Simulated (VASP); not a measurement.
**Li (a cell with a defect): single point with PBE+D3(BJ)**

Li (a cell with a defect):

```xyz
17
Lattice="6.9800 0.0000 0.0000 0.0000 6.9800 0.0000 0.0000 0.0000 6.9800" Properties=species:S:1:pos:R:3 pbc="T T T"
Li    0.0894    0.0298   -0.1295
Li    3.5923    0.1667   -0.0294
Li    0.2145    3.7730   -0.1844
Li    0.3412    0.0140    3.3721
Li    1.2951    1.9138    1.8816
Li    3.0724    2.9193    0.4720
Li    3.4416    0.4291    3.1057
Li    5.4523    1.9407    1.6617
Li    0.0293    3.8299    3.6109
Li    1.9679    5.3137    1.6234
Li    1.8427    1.8684    5.1247
Li    3.5829    3.5946    3.4158
Li    5.3391    5.3692    1.7128
Li    5.4117    1.8669    5.1144
Li    2.0576    5.4102    5.1421
Li    4.5603    4.3429    6.1988
Li    5.2661   -0.9373    4.5994
```

The cell was built by a generator and needn't be a form met in nature.

```yaml
Program: VASP 6.6.1
Task: single point
Functional: PBE
Dispersion: D3(BJ)
Potentials_or_basis: VASP PAW PBE potentials, release 64 (Li_sv)
Cutoff: 520 eV
k_mesh: 3 × 3 × 3
Occupations: gaussian, width 0.15 eV
Spin: no spin polarisation
```

| Item | Value |
| --- | --- |
| Largest force | 0.019 eV/Å |
| Band gap on the k mesh | none (metal or under the smearing width) |
| Dispersion energy per atom | -0.172 eV |

Forces in eV/Å, atoms in the order of the input:
```
Li   0.002  0.004 -0.005
Li  -0.003  0.000 -0.007
Li   0.001 -0.007 -0.002
Li  -0.010 -0.002  0.003
Li   0.000 -0.008  0.017
Li   0.009  0.011 -0.007
Li  -0.014  0.001 -0.003
Li   0.005 -0.001  0.004
Li  -0.001 -0.003 -0.007
Li  -0.003 -0.001  0.006
Li  -0.001 -0.001  0.003
Li   0.003  0.008 -0.014
Li  -0.003 -0.001 -0.007
Li   0.005 -0.005  0.004
Li  -0.001 -0.002  0.007
Li   0.005  0.000  0.003
Li   0.007  0.007  0.004
```

Levels at points of the mesh, in eV from the Fermi level:
```
           k point  band 23  band 24  band 25  band 26  band 27  band 28
(0.00, 0.00, 0.00)    -1.16    -1.14     0.04     0.09     0.35     0.36
```

It took 5 min on 1 thread of Intel(R) Xeon(R) Platinum 8488C (Sapphire Rapids), on a shared host, peak memory 0.41 GiB.
